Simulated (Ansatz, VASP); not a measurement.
## Si in VASP and in Ansatz

```xyz
2
Lattice="0.0000 2.7017 2.7017 2.7017 0.0000 2.7017 2.7017 2.7017 0.0000" Properties=species:S:1:pos:R:3 pbc="T T T"
Si    2.7017    2.7017    2.7017
Si    4.0525    4.0525    4.0525
```

Alike in both runs: task single point; functional LDA; k mesh 2 × 2 × 2; occupations fermi-dirac, width 0.05 eV; no spin polarisation.

|  | VASP | Ansatz |
| --- | --- | --- |
| version | VASP 6.6.1 | Ansatz 0.2.0 |
| potentials or method | VASP PAW LDA potentials, release 64 (Si) | plane waves (420 eV) with PAW, scalar-relativistic |
| plane-wave cutoff (eV) | 520 | 420 |
| valence electrons in the cell | 8 | 8 |

VASP gave:

```
pressure (GPa) : 7.7
```

Question: Estimate Ansatz's values.

Answer: Pressure (GPa): 7.6.

Ansatz warned: «pseudo_functional_mismatch».

Caveats: the k mesh is coarse (spacing up to 1.01 Å⁻¹), so the values aren't converged.
